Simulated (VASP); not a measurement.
# Cr (Fmmm) in VASP: notebook, part 2 of 2

VASP 6.6.1. The steps go on from the part before.

## (4) Single point, r2SCAN

This run uses another cell than the first one: it holds 4 atoms, not 2.

POSCAR reads:

```
Cr
1.0
    1.9632256951     -4.3367372682      0.0000000000
    1.9632256951      4.3367372682      0.0000000000
    0.0000000000      0.0000000000      2.7689040469
Cr
4
Direct
    0.1308788568      0.8691211432     -0.0001310988
    0.6308788568      0.3691211432      0.5001310988
    0.8691211432      0.1308788568      1.0001310988
    0.3691211432      0.6308788568      0.4998689012
```

INCAR.step1 reads:

```
SYSTEM = Cr
PREC = Accurate ; ENCUT = 520
ISMEAR = 0 ; SIGMA = 0.1
LREAL = .FALSE. ; LASPH = .TRUE.
NELM = 60 ; NBANDS = 32
GGA = PE ; ALGO = Normal
EDIFF = 1E-4 ; LWAVE = .TRUE.
LCHARG = .FALSE.
```

INCAR.step2 reads:

```
SYSTEM = Cr
PREC = Accurate ; ENCUT = 520
EDIFF = 1E-6 ; ISMEAR = 0
SIGMA = 0.1 ; LREAL = .FALSE.
LASPH = .TRUE. ; NELM = 60
ALGO = Normal ; ISIF = 2
LWAVE = .FALSE. ; LCHARG = .FALSE.
METAGGA = R2SCAN ; LMIXTAU = .TRUE.
NBANDS = 32 ; ISTART = 1
```

KPOINTS reads:

```
Automatic mesh
0
G
  6 6 4
  0 0 0
```

Potentials or basis: VASP PAW PBE potentials, release 64 (Cr_pv).

Started as:

```
cat potpaw_PBE.64/Cr_pv/POTCAR > POTCAR
cp INCAR.step1 INCAR
mpirun -np 1 vasp_std > vasp.out
cp INCAR.step2 INCAR
mpirun -np 1 vasp_std > vasp.out
```

OUTCAR:

```text
SYSTEM = Cr
   PREC = Accurate
   ENCUT = 520
   EDIFF = 1E-6
   ISMEAR = 0
   LREAL = .FALSE.
   LASPH = .TRUE.
   NELM = 60
   ISIF = 2
   METAGGA = R2SCAN
   ISTART = 1

 ion  position               nearest neighbor table
   1  0.131  0.869  1.000-   3 2.27   2 2.40   2 2.40   2 2.40   2 2.40   4 2.49   4 2.49   3 2.85
                             3 2.85
   2  0.631  0.369  0.500-   4 2.27   1 2.40   1 2.40   1 2.40   1 2.40   3 2.49   3 2.49   4 2.85
                             4 2.85
   3  0.869  0.131  0.000-   1 2.27   4 2.40   4 2.40   4 2.40   4 2.40   2 2.49   2 2.49   1 2.85
                             1 2.85
   4  0.369  0.631  0.500-   2 2.27   3 2.40   3 2.40   3 2.40   3 2.40   1 2.49   1 2.49   2 2.85
                             2 2.85

  LATTYP: Found a base centered orthorhombic cell.
 ALAT       =     3.9264513902
 B/A-ratio  =     2.2089855889
 C/A-ratio  =     0.7051924936

  Lattice vectors:

 A1 = (   1.9632256951,  -4.3367372682,   0.0000000000)
 A2 = (   1.9632256951,   4.3367372682,   0.0000000000)
 A3 = (   0.0000000000,   0.0000000000,   2.7689040469)

Analysis of symmetry for initial positions (statically):
=====================================================================
 Subroutine PRICEL returns:
 Original cell was already a primitive cell.

 Routine SETGRP: Setting up the symmetry group for a
 base centered orthorhombic supercell.

 Subroutine GETGRP returns: Found  8 space group operations
 (whereof  4 operations were pure point group operations)
 out of a pool of  8 trial point group operations.

The static configuration has the point symmetry C_2h.
 The point group associated with its full space group is D_2h.

Analysis of symmetry for dynamics (positions and initial velocities):
=====================================================================
 Subroutine PRICEL returns:
 Original cell was already a primitive cell.

 Routine SETGRP: Setting up the symmetry group for a
 base centered orthorhombic supercell.

 Subroutine GETGRP returns: Found  8 space group operations
[... 130 lines left out ...]
  Fermi-wavevector in a.u.,A,eV,Ry     =   1.646891  3.112173 36.902396  2.712250
  Thomas-Fermi vector in A             =   2.736442
   LORBIT       =      0    0 simple, 1 ext, 2 COOP (PROOUT), +10 PAW based schemes
   METAGGA = R2SCAN    functional components
   LHFCALC =     F    Hartree Fock is set to
   AEXX    =    0.0000 exact exchange contribution
   IVDW    =     0    specifies the selected vdW correction
   LEPSILON=     F    determine dielectric tensor
   LRPA    =     F    only Hartree local field effects (RPA)
 non-spin polarized calculation
 Gauss-broadening in eV      SIGMA  =   0.10
  energy-cutoff  :      520.00
  volume of cell :       47.15
 maximum number of plane-waves:      1288
   NGX = 17   NGY = 17   NGZ = 11

 number of electron      47.9999996 magnetization

 Free energy of the ion-electron system (eV)
  ---------------------------------------------------
  ext. energy  EPLUGINS =         0.00000000
  ---------------------------------------------------
  free energy    TOTEN  =       -57.13098834 eV

  energy without entropy =      -57.11407995  energy(sigma->0) =      -57.12253415

 E-fermi :  10.6795     XC(G=0): -14.7564

 val. band max:       10.6686467139   @ k =   0.1667   0.1667   0.0000
 cond. band min:      10.7095840679   @ k =   0.5000   0.1667   0.0000
 fundamental gap:      0.0409373540
 Fermi energy:        10.6795138725

 k-point     1 :       0.0000    0.0000    0.0000
  band No.  band energies     occupation
      1     -34.5717      2.00000
      2     -34.4282      2.00000
      3     -34.3870      2.00000
      4     -34.1078      2.00000
      5     -33.9666      2.00000
      6     -33.8777      2.00000
[... 829 lines left out ...]
     31      12.4041      0.00000
     32      13.1155      0.00000

 [... further k-points ...]

------------------------ aborting loop because EDIFF is reached ----------------------------------------

  FORCE on cell =-STRESS in cart. coord.  units (eV):
  Direction    XX          YY          ZZ          XY          YZ          ZX
  --------------------------------------------------------------------------------------
  -------------------------------------------------------------------------------------
  Total        0.1837992      0.4441293      0.2875531      0.0000000      0.0000000      0.0000000
  in kB        6.2457275     15.0920694      9.7714142      0.0000000      0.0000000      0.0000000
  external PRESSURE =      10.3697370 kB  Pullay stress =       0.0000000 kB

 VOLUME and BASIS-vectors are now :
 -----------------------------------------------------------------------------
  energy-cutoff  :      520.00
  volume of cell :       47.15
      direct lattice vectors                 reciprocal lattice vectors
     1.963225695 -4.336737268  0.000000000     0.254682893 -0.115294049  0.000000000
     1.963225695  4.336737268  0.000000000     0.254682893  0.115294049  0.000000000
     0.000000000  0.000000000  2.768904047     0.000000000  0.000000000  0.361153721

 POSITION                                       TOTAL-FORCE (eV/Angst)
 -----------------------------------------------------------------------------------
      1.96323      3.20156      2.76854         0.000000     -0.022559      0.000832
      1.96323     -1.13517      1.38482         0.000000     -0.022559     -0.000832
      1.96323     -3.20156      0.00036         0.000000      0.022559     -0.000832
      1.96323      1.13517      1.38409         0.000000      0.022559      0.000832
 -----------------------------------------------------------------------------------
    total drift:                                0.000000     -0.000000      0.000000

  FREE ENERGIE OF THE ION-ELECTRON SYSTEM (eV)
  ---------------------------------------------------
  free  energy   TOTEN  =       -57.1309883396 eV

  energy  without entropy=      -57.1140799535  energy(sigma->0) =      -57.12253415
```

OUTCAR.step1:

```text
SYSTEM = Cr
   PREC = Accurate
   ENCUT = 520
   ISMEAR = 0
   LREAL = .FALSE.
   LASPH = .TRUE.
   NELM = 60
[... 1076 lines left out ...]
      1.96323     -1.13517      1.38482         0.000000     -0.131488     -0.001270
      1.96323     -3.20156      0.00036         0.000000      0.131488     -0.001270
      1.96323      1.13517      1.38409         0.000000      0.131488      0.001270
 -----------------------------------------------------------------------------------
    total drift:                                0.000000     -0.000000      0.000000

  FREE ENERGIE OF THE ION-ELECTRON SYSTEM (eV)
  ---------------------------------------------------
  free  energy   TOTEN  =       -36.0982071279 eV

  energy  without entropy=      -36.0788065616  energy(sigma->0) =      -36.08850684
```

It took 1.8 min on 1 thread of Intel Xeon Platinum 8488C (Sapphire Rapids), shared host; peak memory 0.19 GiB.

What came out:

```yaml
Free_energy: -57.1310 eV
Pressure: 1.0 GPa
Largest_force: 0.023 eV/Å
Band_gap_on_the_k_mesh: none (metal or under the smearing width)
```

Forces on the atoms (eV/Å):
```
Cr   0.000 -0.023  0.001
Cr   0.000 -0.023 -0.001
Cr   0.000  0.023 -0.001
Cr   0.000  0.023  0.001
```

Levels at points of the mesh, in eV from the Fermi level:
```
           k point  band 21  band 22  band 23  band 24  band 25  band 26  band 27  band 28
(0.00, 0.00, 0.00)    -1.80    -1.72    -0.42    -0.18     1.03     1.11     1.45     1.48
(0.50, 0.00, 0.00)    -0.74    -0.74    -0.66    -0.66    -0.10    -0.10     0.31     0.31
(0.50, 0.50, 0.00)    -0.94    -0.64    -0.42    -0.05     0.22     1.25     1.29     1.40
(0.00, 0.00, 0.50)    -1.57    -1.57    -0.72    -0.72     0.69     0.69     0.84     0.84
(0.50, 0.00, 0.50)    -0.59    -0.59     0.14     0.14     0.96     0.96     1.99     1.99
(0.50, 0.50, 0.50)    -1.55    -1.55    -0.61    -0.61    -0.02    -0.02     0.83     0.83
```

Caveat: the k mesh is coarse (spacing up to 0.57 Å⁻¹), so the values aren't converged; the PAW data sets were made with another functional, which shifts forces and pressure a little; the run has no spin polarisation, though such a crystal can be magnetic. Spin polarisation is off, so any magnetic state and its effect on volume and gap are missing.

## (5) Single point, r2SCAN, collinear spin, typed start

This run uses another cell than the first one: it holds 3 atoms, not 2.

POSCAR reads:

```
Cr
1.0
    4.4123933397      0.0000000000      0.0000000000
   -2.2061966698      3.8212447236      0.0000000000
    0.0000000000      0.0000000000      2.7049889604
Cr
3
Direct
    0.0000000000      0.0000000000      0.0000000000
    0.3333333333      0.6666666667      0.5000000000
    0.6666666667      0.3333333333      0.5000000000
```

INCAR.step1 reads:

```
SYSTEM = Cr
  ALGO = Normal
  EDIFF = 1E-4
  ENCUT = 520
  GGA = PE
  ISMEAR = 0
  ISPIN = 2
  LASPH = .TRUE.
  LCHARG = .FALSE.
  LMAXMIX = 4
  LREAL = .FALSE.
  LWAVE = .TRUE.
  MAGMOM = 3 3 3
  NBANDS = 29
  NELM = 150
  PREC = Accurate
  SIGMA = 0.1
```

INCAR.step2 reads:

```
SYSTEM = Cr
  ALGO = Normal
  EDIFF = 1E-6
  ENCUT = 520
  ISIF = 2
  ISMEAR = 0
  ISPIN = 2
  ISTART = 1
  LASPH = .TRUE.
  LCHARG = .FALSE.
  LMAXMIX = 4
  LMIXTAU = .TRUE.
  LORBIT = 11
  LREAL = .FALSE.
  LWAVE = .FALSE.
  MAGMOM = 3 3 3
  METAGGA = R2SCAN
  NBANDS = 29
  NELM = 150
  PREC = Accurate
  SIGMA = 0.1
```

KPOINTS reads:

```
k-points
0
G
  6 6 6
  0 0 0
```

Started as:

```
cat potpaw_PBE.64/Cr_pv/POTCAR > POTCAR
cp INCAR.step1 INCAR
mpirun -np 1 vasp_std > vasp.out
cp INCAR.step2 INCAR
mpirun -np 1 vasp_std > vasp.out
```

Wall time 8.7 min (1 thread of AMD EPYC 9R14 (Zen 4), shared host); peak memory 0.2 GiB.

Results (log left out):

- Free energy: -41.8445 eV
- Pressure: -19.7 GPa
- Band gap on the k mesh: none (metal or under the smearing width)
- Net moment: 6.41 μB per cell
- Site moments: Cr +1.29, +2.56 μB
- Valence electrons inside the program's atomic spheres: Cr 10.84, 10.90

Stress tensor (GPa, compression positive):
```
-20.07   0.00   0.00
  0.00 -20.07   0.00
  0.00   0.00 -19.10
```

Levels at points of the mesh, in eV from the Fermi level:
Spin up:
```tsv
k point	band 17	band 18	band 19	band 20	band 21	band 22	band 23	band 24	band 25	band 26
(0.00, 0.00, 0.00)	-1.39	-1.08	-1.08	-0.73	-0.73	-0.37	-0.37	0.87	0.87	1.33
(0.50, 0.00, 0.00)	-1.33	-1.18	-0.61	-0.31	0.18	0.29	0.37	0.49	0.54	0.70
(0.00, 0.00, 0.50)	-1.43	-1.24	-1.24	0.37	0.37	0.70	0.70	0.87	1.33	1.34
(0.50, 0.00, 0.50)	-1.19	-0.96	-0.78	-0.37	0.09	0.41	0.83	1.01	1.34	1.34
```
Spin down:
| k point | band 13 | band 14 | band 15 | band 16 | band 17 | band 18 |
| --- | --- | --- | --- | --- | --- | --- |
| (0.00, 0.00, 0.00) | -0.79 | -0.66 | -0.66 | 0.76 | 0.95 | 1.58 |
| (0.50, 0.00, 0.00) | -0.28 | 0.06 | 0.15 | 0.51 | 0.59 | 0.97 |
| (0.00, 0.00, 0.50) | -1.72 | -1.61 | -1.61 | 1.46 | 1.46 | 1.70 |
| (0.50, 0.00, 0.50) | -1.15 | -0.78 | -0.57 | 0.59 | 0.82 | 1.06 |

Caveat: the k mesh is coarse (spacing up to 0.39 Å⁻¹), so the values aren't converged; so large a pressure means that the cell lies far from this level's equilibrium, or that cutoff or potentials fall short; the potentials were made for another functional, which shifts forces and pressure.

## (6) Summary

```csv
task,spin,cell,k mesh,cutoff (eV),mesh quality,gap on the mesh (eV),pressure (GPa),largest force (eV/Å)
single point,off,"Fmmm, 11.8 Å³/atom",8 × 8 × 8,520,not flagged,none,0.8,0.03
relaxation of cell and atoms,off,relaxed,8 × 8 × 8,600,not flagged,none,0.2,-
single point,off,"Cmce, 11.79 Å³/atom",6 × 6 × 4,520,coarse,none,1.0,0.02
single point,"collinear, typed start","P6/mmm, 15.2 Å³/atom",6 × 6 × 6,520,coarse,none,-19.7,-
```

Alike in all rows: level r2SCAN; potentials or basis VASP PAW PBE potentials, release 64 (Cr_pv); smearing gaussian 0.1 eV.

Caveats: some runs use coarse meshes; the PAW data sets were made with another functional, which shifts forces and pressure a little (some runs); so large a pressure means that the cell lies far from this level's equilibrium, or that cutoff or potentials fall short (some runs); the potentials were made for another functional, which shifts forces and pressure (some runs).

Absolute energies hang on the potentials; compare differences alone.
